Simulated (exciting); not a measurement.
Os:

```
CELL_PARAMETERS angstrom
2.73410 0.00000 0.00000
-1.36705 2.36780 0.00000
0.00000 0.00000 4.31970
ATOMIC_POSITIONS crystal
Os 0.66667 0.33333 0.75000
Os 0.33333 0.66667 0.25000
```

- Program: exciting (release sodium)
- Task: single point
- Functional: PBEsol
- Potentials or basis: all-electron LAPW+lo, shipped species files, valence relativity iora*
- rgkmax: 9
- k mesh: 11 × 11 × 6
- Occupations: fermi-dirac, width 0.05 eV
- Spin: no spin polarisation
- gmaxvr (cutoff of density and potential): 14 1/bohr
- lmaxapw (and lmaxmat): 10
- lmaxvr: 8
- nempty: 18
- Valence relativity: iora*
- epsengy: 1e-05 Ha
- epspot: 1e-05 Ha
- maxscl: 60
- Muffin-tin radii: Os 2.3 bohr

On this cell: largest force under 0.003 eV/Å; band gap on the k mesh none (metal or under the smearing width).

The same run follows on a disturbed copy (atoms moved at random, drawn with an rms of 0.05 Å):

```
Os
1.0
     2.73410    0.00000    0.00000
    -1.36705    2.36780    0.00000
     0.00000    0.00000    4.31970
Os
2
Cartesian
  1.3643 0.7571 3.2794
  -0.0107 1.5745 1.0628
```

What changes?

The energy (extrapolated to zero smearing) moves by +15.9 meV/atom; largest force 1.028 eV/Å; band gap on the k mesh none (metal or under the smearing width).

Forces on the atoms (eV/Å):
```
Os  -0.068  0.235 -0.999
Os   0.068 -0.235  0.999
```

Caveats: the free energy is that total less TS from the occupations.
